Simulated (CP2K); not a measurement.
Runs of CP2K 2026.2 on ZnO (zincite). Symmetry: P6_3mc, No. 186, hexagonal system. The conventional cell has a = 3.249 Å, b = 3.249 Å, c = 5.206 Å, α = 90.00°, β = 90.00°, γ = 120.00°. Around Zn (site symmetry 3m) lie 4 O at 1.97 to 1.98 Å. O (site symmetry 3m) has 4 Zn at 1.97 to 1.98 Å as nearest neighbours. 

| task | level | EPS_DEFAULT | NGRIDS | hirshfeld SHAPE_FUNCTION | VORONOI_RADII | CUTOFF of the grids | gap on the mesh (eV) | pressure (GPa) | largest force (eV/Å) |
| --- | --- | --- | --- | --- | --- | --- | --- | --- | --- |
| atomic charges | TPSS | 1.0E-9 | 4 | GAUSSIAN | COVALENT | 850 Ry | (d) | 2.7 | (b) |
| atomic charges | BLYP | 1.0E-9 | 4 | GAUSSIAN | COVALENT | 850 Ry | 0.96 | 11.5 | - |
| single point | PBE | 1.0E-10 | 5 | - | - | 600 Ry | 0.80 | 6.2 | - |
| atomic charges | PBE | 1.0E-9 | 4 | GAUSSIAN | COVALENT | 850 Ry | 0.80 | 6.2 | 0.07 |
| atomic charges | rev-vdW-DF2 | 1.0E-9 | 4 | GAUSSIAN | COVALENT | 850 Ry | 0.73 | 4.2 | - |
| atomic charges | LDA | 1.0E-9 | 4 | GAUSSIAN | COVALENT | 850 Ry | (a) | -3.5 | 0.06 |
| atomic charges | OLYP | 1.0E-9 | 4 | GAUSSIAN | COVALENT | 850 Ry | (c) | 7.6 | - |

Alike in all rows: potentials or basis POTENTIAL_UZH Zn GTH-PBE-q12, O GTH-PBE-q6; TZVP-MOLOPT-PBE-GTH basis; no spin polarisation; cell as given; k mesh 9 × 9 × 5; smearing fermi-dirac 0.05 eV.

Question: Estimate the missing entries.

Answer: (a) 0.52; (b) 0.08; (c) 1.25; (d) 0.74.

Caveats: an odd mesh through Γ misses points on the zone boundary, where band edges often lie; the basis of atomic orbitals isn't converged, which shifts pressures, moduli and gaps; the potentials were made for another functional, which shifts forces and pressure (some runs); the forces don't sum to zero, a sign of grid noise (some runs).

Not every run made on this cell is shown here.
